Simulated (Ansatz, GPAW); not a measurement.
One calculation of Rh, 3 ways

```
Rh
1.0
     0.00000    1.89785    1.89785
     1.89785    0.00000    1.89785
     1.89785    1.89785    0.00000
Rh
1
Direct
  0.00000 0.00000 0.00000
```

Alike in all runs: task single point; functional PBE; k mesh 12 × 12 × 12; occupations gaussian, width 0.011 eV; no spin polarisation; no spin-orbit coupling. Pressure is positive in compression and, in plane waves, holds the error of the finite cutoff, which Ansatz's Pulay term estimates and takes out.

| program and potentials | plane-wave cutoff (eV) | notes | band gap (eV) | pressure (GPa) |
| --- | --- | --- | --- | --- |
| Ansatz, Ansatz PAW | 420 | 17 valence electrons an atom on average; Pulay term of +0.12 GPa included | no gap | 7.22 |
| GPAW, GPAW PAW data sets (gpaw-data 1.2.1) | 600 | 15 valence electrons an atom on average | no gap | 9.20 |
| Ansatz, all-electron LAPW, scalar-relativistic | - | - | no gap | 7.18 |

None finds a gap. The pressure spans 7.18 (Ansatz, all-electron LAPW, scalar-relativistic) to 9.20 GPa (GPAW, GPAW PAW data sets (gpaw-data 1.2.1)), with all-electron results at 7.18.

The functional is the same throughout but for its coding, so the spread measures potentials, basis and numerics; runs on potential files found faulty are left out.
